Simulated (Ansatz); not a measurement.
**Si (Fd-3m): energy against volume by PBE and RPA**

```
CELL_PARAMETERS angstrom
0.00000 2.71550 2.71550
2.71550 0.00000 2.71550
2.71550 2.71550 0.00000
ATOMIC_POSITIONS crystal
Si 0.00000 0.00000 0.00000
Si 0.25000 0.25000 0.25000
```

RPA total energy on PBE orbitals, norm-conserving pseudopotentials (Ansatz); 6×6×6 mesh, wave cutoff 490 eV, correlation extrapolated to infinite response cutoff from cutoffs up to 250 eV, 8 electrons, all correlated, long-wavelength term: optical limit, core-valence exchange-correlation kept as a semilocal term.

A Birch-Murnaghan fit gives PBE: V0 = 20.47 Å³ an atom (lattice constants +0.7 % against the given cell), B0 = 89 GPa.

**Question.** What does RPA on these orbitals give?

**Answer.** RPA: V0 = 19.74 Å³ an atom (lattice constants -0.5 % against the given cell), B0 = 100 GPa. The points for the whole cell, counted from the given cell:

```json
{"V/V_given": "0.92", "V (Å³)": "36.84", "PBE (meV)": "130", "Hartree-Fock expression on these orbitals (meV)": "146", "RPA (meV)": "59"}
{"V/V_given": "0.96", "V (Å³)": "38.45", "PBE (meV)": "41", "Hartree-Fock expression on these orbitals (meV)": "45", "RPA (meV)": "6"}
{"V/V_given": "1.00", "V (Å³)": "40.05", "PBE (meV)": "0", "Hartree-Fock expression on these orbitals (meV)": "0", "RPA (meV)": "0"}
{"V/V_given": "1.04", "V (Å³)": "41.65", "PBE (meV)": "-2", "Hartree-Fock expression on these orbitals (meV)": "2", "RPA (meV)": "32"}
{"V/V_given": "1.08", "V (Å³)": "43.25", "PBE (meV)": "27", "Hartree-Fock expression on these orbitals (meV)": "43", "RPA (meV)": "94"}
```

With norm-conserving pseudopotentials the core–valence exchange is only approximate, which can shift gaps by tenths of an eV and RPA lattice constants by most of a per cent.
